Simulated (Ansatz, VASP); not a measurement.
GaN: VASP beside Ansatz

```
CELL_PARAMETERS angstrom
0.00000 1.99250 1.99250
1.99250 0.00000 1.99250
1.99250 1.99250 0.00000
ATOMIC_POSITIONS crystal
Ga 0.50000 0.50000 0.50000
N 0.00000 0.00000 0.00000
```

Alike in both runs: task electric field gradients; functional PBE; k mesh 13 × 13 × 13; occupations fermi-dirac, width 0.02 eV; no spin polarisation.

|  | VASP | Ansatz |
| --- | --- | --- |
| version | VASP 6.6.1 | Ansatz 0.2.0 |
| potentials or method | VASP PAW PBE potentials, release 64 (Ga_d, N) | PAW with Ansatz's default frozen-core files, scalar-relativistic |
| plane-wave cutoff (eV) | 520 | 420 |
| valence electrons in the cell | 18 | 18 |

Ansatz gave:

| Quantity | Value |
| --- | --- |
| gap on the k mesh at the Fermi level (eV) | 1.93 |
| Vzz of the field gradient on the site that differs most (V/Å²) | 0.0 |

Q: Which values does VASP return?

A: gap on the k mesh at the Fermi level (eV): 1.91; Vzz of the field gradient on the site that differs most (V/Å²): 0.0.

Caveats: an odd mesh through Γ misses points on the zone boundary, where band edges often lie. PBE gaps usually lie below the measured ones, often by a third to a half.
